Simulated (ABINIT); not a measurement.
Ge:

```
Ge
1.0
    -1.60842    1.60842    1.87318
     1.60842   -1.60842    1.87318
     1.60842    1.60842   -1.87318
Ge
1
Cartesian
  0.0000 0.0000 1.8732
```

The cell was built by a generator and needn't be a form met in nature.

Base run:

| Property | Result |
| --- | --- |
| Program | ABINIT 10.8.3 (patched build) |
| Functional | LDA |
| Potentials or basis | JTH PAW PBE v2.0 |
| Cutoff | 707 eV |
| k mesh | 12 × 12 × 12 |
| Occupations | fermi-dirac, width 0.05 eV |
| Spin | no spin polarisation |

Its results: band gap on the k mesh none (metal or under the smearing width); pressure -4.1 GPa.

Q: The run is repeated on the same cell with these changes: functional from LDA to revPBE. What comes out?

A: Band gap on the k mesh none (metal or under the smearing width); pressure 2.0 GPa.

revPBE binds less tightly than LDA, so the same cell stands under more pressure.

Caveats: the PAW data sets were made with another functional, which shifts forces and pressure a little.

Not every run made on this cell is shown here.
